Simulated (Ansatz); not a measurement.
All-electron LAPW in Ansatz 0.2.0 under PBE, scalar-relativistic, energies extrapolated to zero smearing. Slabs are 1×1 cells cut from bulk crystals relaxed on PAW files, with atoms then relaxed, 16 to 20 Å of vacuum, a dipole correction, k spacings of 0.16 to 0.26 Å⁻¹ and smearing of 0.02 to 0.1 eV, without spin–orbit coupling or spin polarisation. The bulk type named needn't be the stable one, and no reconstruction is allowed.

| slab | area (Å²) | γ (J/m²) | Φ (eV) | Δd12 (%) |
| --- | --- | --- | --- | --- |
| fcc Al (110), 6 layers | 11.55 | 1.03 | ? | -11.1 |
| fcc Au (111), 4 layers | 7.49 | 0.74 | 5.32 | 0.8 |
| fcc Au (110), 5 layers | 12.22 | ? | 4.91 | -11.6 |
| fcc Sb (110), 5 layers | 16.24 | 0.18 | 4.39 | -26.6 |
| hcp Zn (10-10), 6 layers | 13.42 | 0.58 | 4.34 | -100.9 |

What belongs in the row "fcc Al (110), 6 layers", column "Φ (eV)"?

3.87.

Fill in "γ (J/m²)" for the row "fcc Au (110), 5 layers".

0.90.
